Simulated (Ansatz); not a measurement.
The parent structure is LaAlO$_{3}$ (space group R-3c, No. 167; a = 5.412 Å, c = 13.193 Å (hexagonal axes)). Axes: x lies along a and z along c of the hexagonal cell.

(Cell as relaxed with PBE.)

Levels (all Ansatz, a first-principles code, PAW, earlier PAW set): PBE (420 eV, spin-orbit coupling left out); PBEsol (420 eV, no spin-orbit coupling).

Each level relaxes its own structure.

```
base                      PBE    PBEsol
-------------------  --------  --------
volume per atom      11.16 Å³  10.79 Å³
lattice parameter a   5.412 Å   5.353 Å
band gap              4.02 eV   3.94 eV
```

It is then changed as follows: biaxial strain +2.65 %, plane normal [001], relaxed out of plane (Cartesian); in-plane vectors clamped, the third vector and the atoms free.

```json
[
 {"quantity": "volume per atom", "PBE": "11.62 Å³", "PBEsol": "…"},
 {"quantity": "shift of the gap caused by the change", "PBE": "-0.02 eV", "PBEsol": "…"},
 {"quantity": "valence-band top at Γ (three highest levels, from the VBM)", "PBE": "0.00, -0.31, -0.31 eV", "PBEsol": "…"}
]
```

Q: Given the PBE results, estimate those of PBEsol.

A: 
- volume per atom, PBEsol: 11.24 Å³
- shift of the gap caused by the change, PBEsol: 0.00 eV
- valence-band top at Γ (three highest levels, from the VBM), PBEsol: 0.00, -0.33, -0.33 eV

PBE's volume per atom lies 0.386 Å³ above PBEsol's (3.4 %). Neither level is exact; PBEsol is the comparison here, not a measurement.

No phonon test of stability was made.
